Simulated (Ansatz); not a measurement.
# Al: how the settings move a single-point run

Question: which choices in the input matter for Al?

Computed with Ansatz 0.2.0 (reference: DFT, r2SCAN, all-electron PAW with datasets made for the crystal, scalar-relativistic, unless a step's input says otherwise).

**1. Starting point**

The structure is cubic, space group Fm-3m (No. 225). Conventional cell: a = 4.118 Å, b = 4.118 Å, c = 4.118 Å, α = 90.00°, β = 90.00°, γ = 90.00°. Al (site symmetry m-3m) is surrounded by 12 Al at 2.91 Å.

As a file:

```cif
data_structure
_symmetry_space_group_name_H-M 'P 1'
_symmetry_Int_Tables_number 1
_cell_length_a 2.9120
_cell_length_b 2.9120
_cell_length_c 2.9120
_cell_angle_alpha 60.000
_cell_angle_beta 60.000
_cell_angle_gamma 60.000
_cell_volume 17.46
loop_
_atom_site_label
_atom_site_type_symbol
_atom_site_fract_x
_atom_site_fract_y
_atom_site_fract_z
_atom_site_occupancy
Al1 Al 0.00000 0.00000 0.00000 1
```

**2. Baseline**

Input file input.yaml:

```yaml
crystal:
  lattice:
    - [0.0, 2.059072252, 2.059072252]
    - [2.059072252, 0.0, 2.059072252]
    - [2.059072252, 2.059072252, 0.0]
  atoms:
    - { symbol: Al, position: [0.0, 0.0, 0.0] }
kpoints:
  mp_grid: { grid: [15, 15, 15] }
scf:
  occupations: { method: fermi_dirac, width: 0.03 }
hamiltonian:
  xc: r2scan
  pseudopotentials: { kind: all_electron, datasets: crystal }
output:
  forces: true
  stress: true
  eigenvalues: true
  efg: { contact_densities: true }
```

Command:

```
$ ansatz run input.yaml --threads 1 --pin off --max-ram 2048MiB --backend cpu --events-out ev --progress --plain --runs-dir out
```

From the output:

```text
[...]
Basis set: ecut = 140 eV, 59 PW (Γ), exchange–correlation on 45×45×45 points (27 copies of the dense FFT grid, shifted against one another)
[...]
k-points: 120 of 3375
[...]
SCF iter   1: F=—  HF=-6610.460175 eV  |F-HF|=—  |Δ(HF+E_count)|=         —  Δρ=2.17e-2  dr2=8.19e-2  dr2_τ=1.40e-3  ethr=2.44e-3  ⟨swp⟩=2.7  Hψ=4415  notcnv=0
preconditioner: auto → none  [metal: Δε(μ)=0.069 eV  Ē_g=13.796 eV  σ=0.030 eV  W_gap=0.44  n_scr=0 (ndim 8)  ℏωp=15.4 eV  f_vac=0.006  D(μ)=0.50/eV (n_scr^D=0)]
SCF iter   2: F=—  HF=-6610.493654 eV  |F-HF|=—  |Δ(HF+E_count)|=   3.35e-2  Δρ=1.19e-2  dr2=2.40e-2  dr2_τ=2.38e-6  ethr=2.44e-3  ⟨swp⟩=2.1  Hψ=1449  notcnv=0  defer=2
[...]
SCF iter   4: F=—  HF=-6610.515904 eV  |F-HF|=—  |Δ(HF+E_count)|=   8.31e-5  Δρ=1.95e-4  dr2=7.30e-6  dr2_τ=8.27e-10  ethr=2.15e-6  ⟨swp⟩=2.0  Hψ=913  notcnv=0  defer=1
SCF iter   5: F=-6610.515915 eV  HF=-6610.515915 eV  |F-HF|=1.62e-8  |Δ(HF+E_count)|=   1.09e-5  Δρ=3.72e-6  dr2=1.11e-9  dr2_τ=6.90e-11  ethr=2.43e-7  ⟨swp⟩=2.2  Hψ=931  notcnv=0  defer=1
[...]
SCF converged after 5 iterations
Free energy (F): -6610.515913 eV
[...]
E sigma→0 (E₀):  -6610.515283 eV
[...]
Fermi energy:    9.327202 eV
[...]
  P = ⅓ Tr σ = -6.8819 GPa (-68.819 kbar)
[...]
```

It took 8.3 s on 1 thread, shared host.

**3. Changed: mixing.algorithm broyden, mixing.beta 0.05**

input.yaml: that of step 2 with these lines changed.

```diff
@@ -11,2 +11,3 @@
   occupations: { method: fermi_dirac, width: 0.03 }
+  mixing: { algorithm: broyden, beta: 0.05 }
 hamiltonian:
```

Command:

```
$ ansatz run input.yaml --threads 1 --pin off --max-ram 2048MiB --backend cpu --events-out ev --progress --plain --runs-dir out
```

Standard output:

```text
hamiltonian.pseudopotentials.datasets: crystal makes datasets for this crystal and solves the spheres of its atoms anew in each pass: cutoff 140.0 eV, the density's 980.0 eV; for an error of 0.50 meV an atom under PBE, 0.5 meV for the cell; an energy difference from a run of another recipe may be off by several times the error for the cell, under r2SCAN by more, where some 0.1 meV an atom stays at smaller errors; Al in spheres of 1.376 Å, 3 of its electrons in bands
Engine: ansatz 0.2.0
Pseudopotentials: kind: all_electron
Pseudopotential: Al, paw, valence charge 3, recommended cutoff 140 eV (normal), Koelling and Harmon's equation, gaussian nucleus
Functional definition: r2SCAN
  parameter k0 = 0.174
  parameter k1 = 0.065
  parameter a1 = 4.9479
  exchange = r2scan_x(k0 = k0, k1 = k1, a1 = a1)
  correlation = r2scan_c
Crystal: 1 atoms, lattice volume = 17.460 Å³
Basis set: ecut = 140 eV, 59 PW (Γ), exchange–correlation on 45×45×45 points (27 copies of the dense FFT grid, shifted against one another)
Bands: 6, of which v1, the nominal top of the filled ones, is band 2 counted from 1 (1 counted from 0)
Symmetry: 48 space group operations
Space group: Fm-3m (ITA 225), of the structure as read, at distance tolerance 2.6e-5 Å
k-points: 120 of 3375
Non-local potential: Al, projectors of the file, l = 0: 1, l = 1: 1
PAW form: soft (Blöchl's): semilocal exchange-correlation on the pseudo side does not see the compensation charge
PAW one-centre angular grid: Al, 302 points (default); XC on its mesh's 2005 points in the sphere
Initial density: superposition of atomic densities (neutral atoms: chi_scale 0, normalization atom)
Initial wavefunctions: pseudopotential atomic-orbital guess
Functional: x = r2scan, c = r2scan; τ floored in thin density (d = 2e-4 eV/Å³)
iter 1 solved again at ethr=2.44e-3 eV; its pass at ethr=1.00e-1 eV (dr2=7.32e-2 eV) is discarded
SCF iter   1: F=—  HF=-6610.460173 eV  |F-HF|=—  |Δ(HF+E_count)|=         —  Δρ=2.17e-2  dr2=8.19e-2  dr2_τ=1.40e-3  ethr=2.44e-3  ⟨swp⟩=2.7  Hψ=4415  notcnv=0
preconditioner: auto → none  [metal: Δε(μ)=0.069 eV  Ē_g=13.796 eV  σ=0.030 eV  W_gap=0.44  n_scr=0 (ndim 8)  ℏωp=15.4 eV  f_vac=0.006  D(μ)=0.50/eV (n_scr^D=0)]
SCF iter   2: F=—  HF=-6610.448929 eV  |F-HF|=—  |Δ(HF+E_count)|=   1.12e-2  Δρ=2.05e-2  dr2=7.34e-2  dr2_τ=1.88e-7  ethr=2.44e-3  ⟨swp⟩=2.0  Hψ=1440  notcnv=0  κ⁻¹=1.0e0(r=1)
SCF iter   3: F=—  HF=-6610.495191 eV  |F-HF|=—  |Δ(HF+E_count)|=   4.63e-2  Δρ=1.15e-2  dr2=2.25e-2  dr2_τ=9.64e-6  ethr=2.44e-3  ⟨swp⟩=2.0  Hψ=1441  notcnv=0  κ⁻¹=2.0e-2(r=2)
iter 4 solved again at ethr=2.52e-5 eV; its pass at ethr=7.49e-4 eV (dr2=7.55e-4 eV) is discarded
SCF iter   4: F=—  HF=-6610.515068 eV  |F-HF|=—  |Δ(HF+E_count)|=   1.99e-2  Δρ=2.21e-3  dr2=7.55e-4  dr2_τ=4.05e-7  ethr=2.52e-5  ⟨swp⟩=2.1  Hψ=3036  notcnv=0  defer=3  κ⁻¹=2.0e-2(r=2)
SCF iter   5: F=—  HF=-6610.515104 eV  |F-HF|=—  |Δ(HF+E_count)|=   3.59e-5  Δρ=2.15e-3  dr2=7.18e-4  dr2_τ=2.61e-9  ethr=2.52e-5  ⟨swp⟩=2.0  Hψ=914  notcnv=0  defer=1  κ⁻¹=7.0e-5(r=3)
SCF iter   6: F=—  HF=-6610.515906 eV  |F-HF|=—  |Δ(HF+E_count)|=   8.01e-4  Δρ=6.04e-5  dr2=3.07e-7  dr2_τ=8.63e-8  ethr=2.39e-5  ⟨swp⟩=2.1  Hψ=1300  notcnv=0  defer=1  κ⁻¹=4.1e-6(r=4)
SCF iter   7: F=—  HF=-6610.515915 eV  |F-HF|=—  |Δ(HF+E_count)|=   9.29e-6  Δρ=4.70e-5  dr2=1.46e-7  dr2_τ=7.61e-10  ethr=1.02e-8  ⟨swp⟩=3.0  Hψ=1722  notcnv=0  defer=1  κ⁻¹=4.1e-6(r=4)
SCF iter   8: F=—  HF=-6610.515915 eV  |F-HF|=—  |Δ(HF+E_count)|=   2.46e-7  Δρ=4.44e-5  dr2=1.46e-7  dr2_τ=5.49e-12  ethr=4.87e-9  ⟨swp⟩=2.0  Hψ=910  notcnv=0  defer=1  κ⁻¹=1.1e-7(r=5)
SCF iter   9: F=-6610.515916 eV  HF=-6610.515916 eV  |F-HF|=1.10e-7  |Δ(HF+E_count)|=   1.08e-6  Δρ=9.99e-6  dr2=5.95e-9  dr2_τ=5.85e-11  ethr=4.87e-9  ⟨swp⟩=3.0  Hψ=1105  notcnv=0  defer=1
SCF 1 converged in 9 iterations: F = -6610.515915 eV  dr2 = 5.95e-9
  Residual-converged pass: ⟨swp⟩=2.1  Hψ=914  notcnv=0  max |occ|·‖R‖ = 3.7e-6 eV (tolerance 3.7e-6 eV)  dr2=5.96e-9  dr2_τ=5.84e-11  dr2_onsite=2.99e-8  max |Δocc| = 1.9e-10
SCF converged after 9 iterations
Stability not checked: this state was not tested for a lower state beside it, because the mixer in use, unlike msr1, does not test its closes by its own steps (another_mixer; see scf.mixing.algorithm and scf.lower_state_search)
Free energy (F): -6610.515915 eV
Harris-Foulkes:  -6610.515915 eV  (|F-HF|=1.10e-7)
Internal energy: -6610.514654 eV  (E = F + TS)
E sigma→0 (E₀):  -6610.515284 eV
Entropy (-TS):   -0.001261 eV (-1.261 meV/atom)
Past the cutoff: the bands carry plane waves up to 2.50 times it, of which those up to 1.5 times it add -0.000123 eV an atom, each by itself; the spheres take 0.000050 eV an atom off the energy for waves past 2.50 times it
Past the cutoffs: a stress includes 0.0002 GPa for waves and charges beyond them, in addition to the slope of what the spheres take
In the spheres:  the bands' charges fall short by 3.8e-7 e at most (sound up to 1e-3)
Fermi energy:    9.327178 eV
--- Per-component energies (eV) ---
  The terms above E_closure are by the made datasets' own strengths, without shells solved beside the bands.
--- Forces (eV/Å), atoms counted from 1 ---
  atom   1  Al     0.00000000     0.00000000     0.00000000
  max |Σ_I F_I| component: 1.09e-33 eV/Å
--- Stress (GPa, compression-positive) ---
       -6.881052       0.000000       0.000000
       -0.000000      -6.881052       0.000000
       -0.000000       0.000000      -6.881052
  P = ⅓ Tr σ = -6.8811 GPa (-68.811 kbar)
--- PAW observables at the nuclei: V_zz in 10²¹ V/m², potentials from the cell's mean, atoms counted from 1 ---
  atom   1  Al V_zz =    +0.000000   η = 0.0000   by run symmetry: forbidden
            electrostatic potential = -1228.785714 V   contact ρ = 10071.939104 e/Å³
--- Band table (eV; the first three rows and the last of 120) ---
  k-point 0: bands = ["-2.2875", "22.2404", "22.2404", "22.2404"]
  k-point 1: bands = ["-2.1634", "20.1919", "21.7862", "21.7862"]
  k-point 2: bands = ["-1.7919", "17.4102", "21.1487", "21.1487"]
  k-point 119: bands = ["7.9548", "8.0491", "9.4748", "10.9641"]
```

Wall time 11 s (1 thread, shared host).

With the changed mixing the energy agrees within 0.5 meV/atom. Cost: 9 SCF cycles against 5.

**4. All runs together**

| run | ending | energy change | pressure (GPa) | gap (eV) | force (eV/Å) | cycles | time |
| --- | --- | --- | --- | --- | --- | --- | --- |
| reference | converged | 0 | -6.9 | 0.00 | 0.00 | 5 | 8.3 s |
| 1: mixing.algorithm broyden, mixing.beta 0.05 | converged | 0.0 meV/atom | -6.9 | 0.00 | 0.00 | 9 | 11 s |

Residual by cycle in the longest SCF loop of each run; runs are numbered as in the table. The quantity is the density residual dr2, in eV.

| cycle | reference | run 1 |
| --- | --- | --- |
| 1 | 0.0819 | 0.0819 |
| 2 | 0.024 | 0.0734 |
| 3 | 6.7e-5 | 0.0225 |
| 4 | 7.3e-6 | 7.6e-4 |
| 5 | 1.1e-9 | 7.2e-4 |
| 6 | - | 3.1e-7 |
| 7 | - | 1.5e-7 |
| 8 | - | 1.5e-7 |
| 9 | - | 6.0e-9 |

Same state: the changed mixing leaves the energy within 0.5 meV/atom. Cost: 9 SCF cycles against 5.
